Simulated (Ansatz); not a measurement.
# Relaxing HfO2, the end x = 0 of the tetragonal HfO2-TiO2 line (96 atoms)

Wanted: the relaxed structure of HfO2, the end x = 0 of the tetragonal HfO2-TiO2 line (96 atoms) and its electronic structure.

Main program and level: Ansatz 0.2.0; Kohn-Sham DFT, PBE, PAW (set soft_2), plane waves.

**1. The starting structure**

The cell holds 96 atoms: 32 Hf and 64 O. Cell: a = 10.154 Å, b = 10.154 Å, c = 10.460 Å, α = 90.0°, β = 90.0°, γ = 90.0°. It derives from HfO2 (tetragonal HfO2-TiO2), repeated 2×2×2. Tetragonal HfO2-TiO2: 96 atoms, 0 of 32 Hf sites given to Ti at random, cell and internal coordinates interpolated linearly between the end members (Vegard's rule); not relaxed, displaced by a Gaussian of 0.02 Å. Lattice constants are starting values near those of PBE.

Before any run, some limits are plain. The host structure and its lattice constant were typed by rule, without a check against the phase diagram. No spin–orbit coupling is included, so levels derived from the heavy atoms are approximate.

**2. Single point at the start**

A single point comes first, to see the forces before anything moves.

input.yaml

```yaml
crystal:
  lattice:
    - [10.15405, 0.0, 0.0]
    - [0.0, 10.15405, 0.0]
    - [0.0, 0.0, 10.46]
  atoms:
    - { symbol: Hf, position: [0.2532, 0.3738, 0.12399] }
    - { symbol: Hf, position: [0.24789, 0.1267, 0.3706] }
    - { symbol: O, position: [0.12844, 0.9985, 0.02561] }
    - { symbol: O, position: [0.12451, 0.00288, 0.27106] }
    - { symbol: O, position: [0.37436, 0.99924, 0.47717] }
    - { symbol: O, position: [0.37283, 0.99966, 0.22332] }
    - { symbol: Hf, position: [8.0e-05, 0.12615, 0.1229] }
    - { symbol: Hf, position: [0.00225, 0.37678, 0.37596] }
    - { symbol: O, position: [0.37677, 0.24865, 0.02477] }
    - { symbol: O, position: [0.37316, 0.24947, 0.27601] }
    - { symbol: O, position: [0.12364, 0.24922, 0.47369] }
    - { symbol: O, position: [0.12334, 0.24868, 0.22498] }
    - { symbol: Hf, position: [0.2478, 0.37546, 0.62817] }
    - { symbol: Hf, position: [0.25146, 0.12462, 0.8733] }
    - { symbol: O, position: [0.12353, 0.00333, 0.5251] }
    - { symbol: O, position: [0.12375, 0.00038, 0.77902] }
    - { symbol: O, position: [0.37524, 0.00122, 0.97557] }
    - { symbol: O, position: [0.37431, 0.99775, 0.72433] }
    - { symbol: Hf, position: [0.99959, 0.12616, 0.6266] }
    - { symbol: Hf, position: [0.00183, 0.37556, 0.87669] }
    - { symbol: O, position: [0.37351, 0.25247, 0.52598] }
    - { symbol: O, position: [0.37441, 0.25096, 0.77486] }
    - { symbol: O, position: [0.12723, 0.25299, 0.97918] }
    - { symbol: O, position: [0.12225, 0.24716, 0.72404] }
    - { symbol: Hf, position: [0.25032, 0.87673, 0.1256] }
    - { symbol: Hf, position: [0.24602, 0.6244, 0.37658] }
    - { symbol: O, position: [0.12545, 0.5015, 0.02457] }
    - { symbol: O, position: [0.1246, 0.50037, 0.27578] }
    - { symbol: O, position: [0.37539, 0.50023, 0.47372] }
    - { symbol: O, position: [0.37574, 0.50024, 0.22716] }
    - { symbol: Hf, position: [0.00236, 0.62536, 0.12428] }
    - { symbol: Hf, position: [0.99874, 0.87583, 0.37515] }
    - { symbol: O, position: [0.37432, 0.75009, 0.02381] }
    - { symbol: O, position: [0.37637, 0.74912, 0.27734] }
    - { symbol: O, position: [0.12579, 0.75117, 0.47291] }
    - { symbol: O, position: [0.12533, 0.75146, 0.22318] }
    - { symbol: Hf, position: [0.24948, 0.87506, 0.62237] }
    - { symbol: Hf, position: [0.25062, 0.62667, 0.87336] }
    - { symbol: O, position: [0.12569, 0.49742, 0.52493] }
    - { symbol: O, position: [0.12182, 0.50221, 0.77578] }
    - { symbol: O, position: [0.37495, 0.49847, 0.97744] }
    - { symbol: O, position: [0.37887, 0.49634, 0.72736] }
    - { symbol: Hf, position: [0.00321, 0.62567, 0.62271] }
    - { symbol: Hf, position: [0.0017, 0.87464, 0.87385] }
    - { symbol: O, position: [0.37258, 0.75108, 0.52652] }
    - { symbol: O, position: [0.37377, 0.75103, 0.77281] }
    - { symbol: O, position: [0.12658, 0.75009, 0.97464] }
    - { symbol: O, position: [0.1248, 0.75171, 0.72643] }
    - { symbol: Hf, position: [0.75104, 0.37527, 0.12515] }
    - { symbol: Hf, position: [0.75122, 0.12546, 0.37631] }
    - { symbol: O, position: [0.62439, 0.9952, 0.02699] }
    - { symbol: O, position: [0.62931, 0.00087, 0.27481] }
    - { symbol: O, position: [0.87473, 0.99977, 0.47503] }
    - { symbol: O, position: [0.87279, 0.99898, 0.22309] }
    - { symbol: Hf, position: [0.50049, 0.12442, 0.12595] }
    - { symbol: Hf, position: [0.49966, 0.37694, 0.37541] }
    - { symbol: O, position: [0.87931, 0.24626, 0.02376] }
    - { symbol: O, position: [0.87678, 0.25498, 0.27452] }
    - { symbol: O, position: [0.62509, 0.24955, 0.47755] }
    - { symbol: O, position: [0.62443, 0.25134, 0.22439] }
    - { symbol: Hf, position: [0.74749, 0.37562, 0.62596] }
    - { symbol: Hf, position: [0.75255, 0.12478, 0.87382] }
    - { symbol: O, position: [0.62611, 0.00047, 0.52554] }
    - { symbol: O, position: [0.62486, 0.00229, 0.77571] }
    - { symbol: O, position: [0.87875, 0.00219, 0.97626] }
    - { symbol: O, position: [0.87179, 0.00119, 0.7258] }
    - { symbol: Hf, position: [0.5016, 0.12706, 0.62423] }
    - { symbol: Hf, position: [0.50162, 0.37389, 0.87874] }
    - { symbol: O, position: [0.87238, 0.24653, 0.52184] }
    - { symbol: O, position: [0.87325, 0.2478, 0.77874] }
    - { symbol: O, position: [0.62436, 0.24736, 0.97713] }
    - { symbol: O, position: [0.62384, 0.24756, 0.72667] }
    - { symbol: Hf, position: [0.75123, 0.87414, 0.12769] }
    - { symbol: Hf, position: [0.75025, 0.62818, 0.37596] }
    - { symbol: O, position: [0.62807, 0.50022, 0.02267] }
    - { symbol: O, position: [0.62982, 0.49893, 0.27462] }
    - { symbol: O, position: [0.87362, 0.4996, 0.47546] }
    - { symbol: O, position: [0.8754, 0.5013, 0.22843] }
    [... 12 atom lines left out ...]
    - { symbol: Hf, position: [0.50165, 0.62804, 0.62645] }
    - { symbol: Hf, position: [0.50174, 0.87327, 0.87334] }
    - { symbol: O, position: [0.87216, 0.75243, 0.52451] }
    - { symbol: O, position: [0.87776, 0.74846, 0.77416] }
    - { symbol: O, position: [0.62519, 0.75181, 0.97512] }
    - { symbol: O, position: [0.62542, 0.75003, 0.72534] }
kpoints:
  mp_grid: { grid: [2, 2, 2] }
hamiltonian:
  xc: pbe
scf:
  occupations: { method: fermi_dirac, width: 0.025 }
output:
  forces: true
```

On the command line:

```sh
$ ansatz run input.yaml --threads 11 --pin off --max-ram 102400MiB --backend cuda --events-out ev --progress --plain --runs-dir out
```

Numbers of over 12 decimals in the logs are rounded to 6 here.

The program printed:

```text
Engine: ansatz 0.2.0, x86_64-unknown-linux-gnu
Pseudopotentials: kind: paw
Pseudopotential: Hf, paw, valence charge 26, recommended cutoff 420 eV (normal), Hf.paw.azcp
Pseudopotential: O, paw, valence charge 6, recommended cutoff 420 eV (normal), O.paw.azcp
[... 5 lines on functional and potentials left out ...]
device memory: the entry about to start is reckoned to put 33.3 GiB on a device that reports 78.6 GiB free
GPU FFT provider: cuFFT
GPU libraries: cuBLAS 13.8.2, cuFFT 12.4.0, cuSOLVER 12.3.4
Crystal: 96 atoms, lattice volume = 1078.475 Å³
Basis set: ecut = 420 eV, 21015 PW (Γ), exchange–correlation on 144×144×144 points (8 copies of the dense FFT grid, shifted against one another)
Bands: 704, of which v1, the nominal top of the filled ones, is band 608 counted from 1 (607 counted from 0)
Symmetry: 1 space group operations
Space group: P1 (ITA 1), of the structure as read, at distance tolerance 1.0e-4 Å
k-points: 8
[... 5 lines on functional and potentials left out ...]
Initial density: superposition of atomic densities (neutral atoms: chi_scale 0, normalization atom), corrected by the library's trained network
Initial wavefunctions: pseudopotential atomic-orbital guess
GPU buffer pool allocated for 373248 grid points (all kernels)
GPU transforms: local potential and band sums: pruned to the plane-wave sphere, on 72×72×72
Functional: x = pbe(κ = 0.804, μ = 0.219515), c = pbe(β = 0.066725)
SCF iter   1: F=—  HF=-539567.630090 eV  |F-HF|=—  |Δ(HF+E_count)|=         —  Δρ=3.22e-3  dr2=3.28e-2  ethr=1.77e-3  ⟨swp⟩=5.0  Hψ=17262  notcnv=0  defer=182
preconditioner: auto → Resta (q_TF=auto, 2.783 Å⁻¹)  ε∞=5.8  [insulator: Δε(μ)=4.494 eV  Ē_g=17.596 eV  σ=0.025 eV  W_gap=1.00  n_scr=404 (ndim 8)  ℏωp=38.4 eV  f_vac=0.061  D(μ)=0.00/eV (n_scr^D=0)  ε∞_Penn≈5.8]
SCF iter   2: F=—  HF=-539567.642682 eV  |F-HF|=—  |Δ(HF+E_count)|=   1.26e-2  Δρ=1.71e-3  dr2=1.07e-2  ethr=2.69e-6  ⟨swp⟩=2.0  Hψ=11080  notcnv=0  defer=246
SCF iter   3: F=—  HF=-539567.656351 eV  |F-HF|=—  |Δ(HF+E_count)|=   1.37e-2  Δρ=4.63e-4  dr2=2.01e-3  ethr=8.77e-7  ⟨swp⟩=2.0  Hψ=8798  notcnv=0  defer=246
SCF iter   4: F=—  HF=-539567.649264 eV  |F-HF|=—  |Δ(HF+E_count)|=   7.09e-3  Δρ=1.54e-4  dr2=2.53e-4  ethr=1.65e-7  ⟨swp⟩=2.0  Hψ=9772  notcnv=0  defer=246
SCF iter   5: F=—  HF=-539567.649455 eV  |F-HF|=—  |Δ(HF+E_count)|=   1.91e-4  Δρ=7.86e-5  dr2=7.06e-5  ethr=2.08e-8  ⟨swp⟩=2.0  Hψ=9799  notcnv=0  defer=246
SCF iter   6: F=—  HF=-539567.657046 eV  |F-HF|=—  |Δ(HF+E_count)|=   7.59e-3  Δρ=3.21e-5  dr2=1.22e-5  ethr=5.81e-9  ⟨swp⟩=2.0  Hψ=9798  notcnv=0  defer=246
SCF iter   7: F=—  HF=-539567.657055 eV  |F-HF|=—  |Δ(HF+E_count)|=   8.49e-6  Δρ=1.48e-5  dr2=1.78e-6  ethr=9.99e-10  ⟨swp⟩=2.0  Hψ=8798  notcnv=0  defer=246
SCF iter   8: F=—  HF=-539567.657058 eV  |F-HF|=—  |Δ(HF+E_count)|=   2.79e-6  Δρ=6.66e-6  dr2=3.28e-7  ethr=1.46e-10  ⟨swp⟩=2.0  Hψ=9783  notcnv=0  defer=246
SCF iter   9: F=-539567.657058 eV  HF=-539567.657058 eV  |F-HF|=8.27e-9  |Δ(HF+E_count)|=   2.60e-8  Δρ=1.42e-6  dr2=1.63e-8  ethr=8.22e-12  ⟨swp⟩=5.0  Hψ=20991  notcnv=0
SCF 1 converged in 9 iterations: F = -539567.657058 eV  dr2 = 1.63e-8
  greatest PAW one-centre occupation: 0.999 electrons in one spin orbital (limit 2), on the Hf atom at site 73 (counted from 0), in its partial waves of l = 0
SCF converged after 9 iterations
Free energy (F): -539567.657058 eV
Harris-Foulkes:  -539567.657058 eV  (|F-HF|=8.27e-9)
Internal energy: -539567.657058 eV  (E = F + TS)
E sigma→0 (E₀):  -539567.657058 eV
Fermi energy:    17.028416 eV
--- Per-component energies (eV) ---
  E_band       = 844.049047
  E_kinetic    = 24692.863785
  E_local      = -187914.322519  (includes V_loc(G=0)·N_el)
  E_nonlocal   = -36707.902653
  E_hartree    = 85992.063524
  E_xc         = -14327.649981
  E_vxc        = -14552.352593  (∫ρ·V_xc dr)
  E_paw        = -231776.393493  (= ΣΔE_a)
  E_vpaw       = 43341.476232  (= ΣTr[D̂ρ^β])
  E_aug_tail   = 0.160565  (compensation charges beyond the density's cutoff)
  E_ewald      = -179526.476286
  E_smearing   = -0.000000  (= −TS)
  E_closure    = -0.000000  (closes the sum)
  Σ components = -539567.657058   (vs F -539567.657058, Δ=0.00e0)
--- Forces (eV/Å), atoms counted from 1 ---
  atom   1  Hf    -0.46265008    -0.05094906     0.13709408
  atom   2  Hf    -0.01476458    -0.30613365     0.68831153
  atom   3  O     -0.38331022     0.43872348    -0.06830760
  atom   4  O     -0.29824244    -0.54863104     0.63347003
  atom   5  O     -0.01149247     0.09320509    -0.65734283
  atom   6  O      0.48616425     0.21353660     0.38864811
  atom   7  Hf     0.21221956    -0.66919353     0.27607188
  atom   8  Hf    -0.77220013    -0.23702491    -0.20134496
  atom   9  O     -0.08685272     0.24430091     0.16413336
  atom  10  O      0.32723400     0.32731632    -0.20063758
  atom  11  O      0.09426023     0.09863571     0.15220485
  atom  12  O      0.60416404     0.52265920    -0.06206353
  atom  13  Hf     0.85469929    -0.37302102    -0.20836918
  atom  14  Hf     0.07275503    -0.20925264     0.51711658
[...]
atom  95  O     -0.11310248    -0.36161616    -0.14985607
  atom  96  O     -0.06360389     0.24084576     0.29340994
  max |Σ_I F_I| component: 3.01e-5 eV/Å
```

It took 3.4 s on 1 × NVIDIA H100 80GB HBM3 with 11 threads of AMD EPYC 7R13 (Zen 3), shared host; peak memory 1.4 GiB.

The column dr2 measures how far the density is from self-consistency, as an energy; F and HF (Harris–Foulkes) agree once it is small.

That memory is the host's; the program planned up to 33.3 GiB on the GPU.

The run gave:

- free energy: -539567.6571 eV
- free energy per atom: -5620.4964 eV/atom
- SCF cycles: 9
- r.m.s. force component: 0.3707 eV/Å
- longest force: 1.374 eV/Å
- Fermi energy: 17.03 eV

The r.m.s. force component of 0.37 eV/Å sets the starting point.

Length of the force by element:

| element | coordination | atoms | mean length of the force (eV/Å) | spread | least | most |
| --- | --- | --- | --- | --- | --- | --- |
| Hf | all | 32 | 0.726 | 0.250 | 0.290 | 1.37 |
| O | all | 64 | 0.514 | 0.244 | 0.0788 | 1.32 |

**3. Cell and atoms relaxed**

The cell is relaxed with the atoms, since the starting lattice needn't suit this functional.

input.yaml, as its differences from that of step 2:

```diff
@@ -15 +15,5 @@
   forces: true
+relax:
+  f_tol: 0.04
+  max_steps: 150
+  cell: {}
```

The program printed:

```text
[...]
GPU FFT provider: cuFFT
GPU libraries: cuBLAS 13.8.2, cuFFT 12.4.0, cuSOLVER 12.3.4
Crystal: 96 atoms, lattice volume = 1078.475 Å³
Basis set: ecut = 420 eV, 21015 PW (Γ), exchange–correlation on 144×144×144 points (8 copies of the dense FFT grid, shifted against one another)
Bands: 730, of which v1, the nominal top of the filled ones, is band 608 counted from 1 (607 counted from 0)
Symmetry: 1 space group operations
[...]
k-points: 8
[...]
GPU buffer pool allocated for 373248 grid points (all kernels)
[...]
SCF iter   1: F=—  HF=-539567.628816 eV  |F-HF|=—  |Δ(HF+E_count)|=         —  Δρ=3.22e-3  dr2=3.30e-2  ethr=1.77e-3  ⟨swp⟩=5.2  Hψ=17709  notcnv=0  defer=376
[...]
SCF iter   9: F=-539567.657058 eV  HF=-539567.657058 eV  |F-HF|=1.06e-8  |Δ(HF+E_count)|=   1.25e-8  Δρ=1.31e-6  dr2=1.32e-8  ethr=8.22e-12  ⟨swp⟩=3.5  Hψ=21960  notcnv=0
SCF 1 converged in 9 iterations: F = -539567.657058 eV  dr2 = 1.32e-8
[...]
relax step   1: F+E_penalty+E_count = -539567.65705780 eV  Δ(F+E_penalty+E_count) = +0.000e0 eV  max|allowed force component| = 1.278e0 eV/Å  Δτ_max = 0.0000 Å  P = +1.866 GPa  Ω = 1078.475 Å³  (9 SCF iters, dr2 threshold 1.00e-7 eV, accepted)
[...]
relax step   2: F+E_penalty+E_count = -539568.00661463 eV  Δ(F+E_penalty+E_count) = -3.496e-1 eV  max|allowed force component| = 7.274e-1 eV/Å  Δτ_max = 0.0888 Å  P = -0.630 GPa  Ω = 1090.026 Å³  energy of the carried Pulay correction = -5.597e-2 eV  (8 SCF iters, dr2 threshold 9.60e-6 eV, accepted)
[...]
relax step   3: F+E_penalty+E_count = -539568.49740215 eV  Δ(F+E_penalty+E_count) = -4.908e-1 eV  max|allowed force component| = 1.129e-1 eV/Å  Δτ_max = 0.0802 Å  P = +0.854 GPa  Ω = 1094.745 Å³  energy of the carried Pulay correction = -7.867e-2 eV  (7 SCF iters, dr2 threshold 9.60e-6 eV, accepted)
[...]
relax step   4: F+E_penalty+E_count = -539568.55767795 eV  Δ(F+E_penalty+E_count) = -6.028e-2 eV  max|allowed force component| = 7.550e-3 eV/Å  Δτ_max = 0.0210 Å  P = +0.029 GPa  Ω = 1093.623 Å³  energy of the carried Pulay correction = -7.328e-2 eV  (6 SCF iters, dr2 threshold 3.69e-6 eV, accepted)
[...]
relax step   5: F+E_penalty+E_count = -539568.63397604 eV  Δ(F+E_penalty+E_count) = -7.630e-2 eV  max|allowed force component| = 7.547e-3 eV/Å  Δτ_max = 0.0000 Å  P = +0.139 GPa  Ω = 1093.623 Å³  stress off target by 1.49e-1 GPa  SCF on the basis re-selected at this cell (its energy is not comparable with the rows above)  (8 SCF iters)
[...]
relax step   6: F+E_penalty+E_count = -539568.63163535 eV  Δ(F+E_penalty+E_count) = +2.341e-3 eV  max|allowed force component| = 1.448e-3 eV/Å  Δτ_max = 0.0116 Å  P = -0.001 GPa  Ω = 1094.325 Å³  energy of the carried Pulay correction = -3.343e-3 eV  (7 SCF iters, dr2 threshold 5.54e-8 eV, accepted)
[...]
relax step   7: F+E_penalty+E_count = -539568.63585817 eV  Δ(F+E_penalty+E_count) = -4.223e-3 eV  max|allowed force component| = 1.411e-3 eV/Å  Δτ_max = 0.0000 Å  P = +0.002 GPa  Ω = 1094.325 Å³  stress off target by 2.96e-3 GPa  SCF on the basis re-selected at this cell (its energy is not comparable with the rows above)  (6 SCF iters)
[...]
SCF converged after 6 iterations
Free energy (F): -539568.635858 eV
[...]
Internal energy: -539568.635858 eV  (E = F + TS)
E sigma→0 (E₀):  -539568.635858 eV
Fermi energy:    16.704255 eV
[...]
--- Forces (eV/Å), atoms counted from 1 ---
  atom   1  Hf    -0.00062005    -0.00065641     0.00069741
  atom   2  Hf    -0.00029353    -0.00003414     0.00048081
  atom   3  O     -0.00044185    -0.00033397     0.00014827
  atom   4  O     -0.00045788     0.00070979     0.00016850
  atom   5  O      0.00061605    -0.00001906    -0.00050723
  atom   6  O      0.00007793     0.00010818    -0.00019593
  atom   7  Hf     0.00051517     0.00106064     0.00083691
  atom   8  Hf    -0.00032836    -0.00049405    -0.00029690
  atom   9  O     -0.00025905     0.00004290    -0.00012937
  atom  10  O      0.00003167     0.00021865    -0.00020606
  atom  11  O      0.00097390     0.00031832    -0.00022559
  atom  12  O      0.00010811     0.00067419    -0.00047559
  atom  13  Hf     0.00016312    -0.00137965    -0.00020684
  atom  14  Hf    -0.00056892     0.00070925     0.00002979
[...]
atom  95  O      0.00131548     0.00057826    -0.00019431
  atom  96  O     -0.00023698     0.00024030     0.00041320
  max |Σ_I F_I| component: 5.47e-6 eV/Å
--- Stress (GPa, compression-positive) ---
        0.001974      -0.000150      -0.000797
       -0.000150       0.001522      -0.000302
       -0.000797      -0.000302       0.002291
  P = ⅓ Tr σ = 0.0019 GPa (0.019 kbar)
--- Band table (eV; the first three rows and the last of 8) ---
[...]
--- Relaxed structure (5 steps of the walk, 5 accepted, 2 SCFs on fresh bases) ---
  F+E_penalty+E_count = -539568.63585817 eV   max|allowed force component| = 1.411e-3 eV/Å   (the final SCF, on the basis selected at the relaxed cell)
  cell:  # Å, volume = 1094.3249 Å³
    - [10.194865, 5.7138915854528535e-5, 0.00452124]
    - [5.7138915854528535e-5, 10.194875, 0.00129868]
    - [0.00465747, 0.00133781, 10.528900]
  atoms:
    - { symbol: Hf, position: [0.250333, 0.374658, 0.125200] }
    - { symbol: Hf, position: [0.249334, 0.125347, 0.375239] }
    - { symbol: O, position: [0.125303, 0.999613, 0.028615] }
    - { symbol: O, position: [0.124958, -0.000145586, 0.278627] }
[...]
- { symbol: O, position: [0.625341, 0.750754, 0.721845] }
```

Run time: 16 s. Hardware: 1 × NVIDIA H100 80GB HBM3 with 11 threads; peak memory 1.6 GiB; 81 s of CPU time.

That memory is the host's; the program planned up to 34.1 GiB on the GPU.

The program notes that the band table was not solved further than the SCF left it.

The steps of the relaxation:

```csv
step,energy less that of the first step (eV),largest force component (eV/Å),pressure (GPa),volume (Å³)
1,0.0000,1.2778,1.87,1078.48
2,-0.3496,0.7274,-0.63,1090.03
3,-0.8403,0.1129,0.85,1094.74
4,-0.9006,0.0076,0.03,1093.62
5*,-0.9769,0.0075,0.14,1093.62
6,-0.9746,0.0014,0.00,1094.32
7*,-0.9788,0.0014,0.00,1094.32
```

Relaxation steps marked * repeat the geometry before them on a plane-wave basis chosen anew for their cell, so energy and pressure can jump there.

```csv
cell as run,before,after,change
a (Å),10.154,10.195,+0.4 %
b (Å),10.154,10.195,+0.4 %
c (Å),10.460,10.529,+0.7 %
α (°),90.00,89.99,-0.0 %
β (°),90.00,89.95,-0.1 %
volume (Å³/atom),11.23,11.40,+1.5 %
```

The atoms that moved most (Å, as changes of fractional coordinates times the final cell):

```csv
atom,dx,dy,dz,length
O23,-0.018,-0.033,-0.078,0.086
O4,0.005,-0.031,0.080,0.086
O42,-0.037,0.046,-0.058,0.083
O69,0.018,0.037,0.072,0.083
O57,-0.040,0.036,0.051,0.074
O83,-0.018,0.011,-0.070,0.073
O78,-0.003,-0.014,-0.069,0.071
O75,-0.029,-0.007,0.063,0.070
```

The relaxation changed the energy by -10.2 meV/atom, and atoms moved by 0.045 Å r.m.s., 0.086 Å at most.

[end of part 1 of 3]

[Logs are printed without paths, hosts, clocks, repeated set-up lines and the standing remarks that a program may print on its own settings, such as how far it seeks lower states.]

[Hosts, paths, dates, database ids (printed as entryN), source tags and the programs' standing remarks are cut or masked in the printed files.]
